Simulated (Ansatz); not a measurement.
Crystal: MnO.

```
CELL_PARAMETERS angstrom
0.00000 2.22391 2.22391
2.22391 0.00000 2.22391
2.22391 2.22391 0.00000
ATOMIC_POSITIONS crystal
Mn 0.00000 0.00000 0.00000
O 0.50000 0.50000 0.50000
```

The cell is a database's computed one.

Base run:

- Program: Ansatz 0.2.0
- Functional: HSE06
- Potentials or basis: Ansatz PAW
- Cutoff: 420 eV (not typed: the program's choice for these potentials)
- k mesh: 8 × 8 × 8
- Occupations: fermi-dirac, width 0.05 eV
- Spin: collinear spin, ferromagnetic start
- Starting moments: [4.0, 0.0] μB

Its results: band gap on the k mesh 1.24 eV, indirect (least direct gap 4.05 eV); pressure 0.8 GPa; net moment 5.00 μB per cell; site moments Mn +4.31; O +0.22 μB.

Q: The run is repeated on the same cell with these changes: functional from HSE06 to PBE0. What comes out?

A: Band gap on the k mesh 1.95 eV, indirect (least direct gap 4.75 eV); pressure 0.9 GPa; net moment 5.00 μB per cell; site moments Mn +4.31; O +0.22 μB.

Caveats: the magnetic or orbital state may not be the lowest; a cell with one magnetic atom can't hold antiferromagnetic order, which such compounds often take; the PAW data sets come from PBE, with cores solved anew for the run's functional, which leaves a small shift of forces and pressure; the thresholds are loose for stress.
